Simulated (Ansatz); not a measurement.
**From formation energies to a reaction energy: Al5As**

Computed with DFT PBE, scalar-relativistic, plane waves, PAW (Ansatz 0.2.0). All cells share a 420 eV cutoff and Γ-centred k meshes spaced at most about 0.3 Å⁻¹ (about 0.25 or finer for metals, 2π included). No spin polarisation.

The zero of energy is the elements' standard structures at the same level; no fitted shifts are applied.

These are static total energies at zero pressure. The reference form of As is held partly by dispersion forces, which this level lacks.

A trial structure of Al5As (reached from: TmCu5 type (F-43m); relaxed: space group F-43m (No. 216), a = 7.536 Å) has a formation energy of 0.241 eV/atom. At its composition the lowest mixture among the elements and 1 reference phase computed alike (others may be missing) consists of these:

| phase | source | ΔE_f (eV/atom) |
| --- | --- | --- |
| Al (solid) | element | 0.000 |
| AlAs (F-43m) | COD | -0.487 |

**Question.** Write the balanced decomposition and find its energy per atom, per formula unit and per mole of formula units.

**Answer.** Balancing Al and As gives Al5As → 4 Al + AlAs. The left side holds 6 atoms, and the products take 4/6 (Al) and 2/6 (AlAs) of them. The mixture therefore lies at 4/6 × (0.000) + 2/6 × (-0.487) = -0.162 eV/atom. The reaction energy is -0.162 − (0.241) = -0.403 eV/atom. Times 6 atoms that is -2.418 eV per Al5As, and times 96.485 it is -233 kJ per mole of Al5As. Decomposition is downhill, so the trial structure is unstable against this mixture.
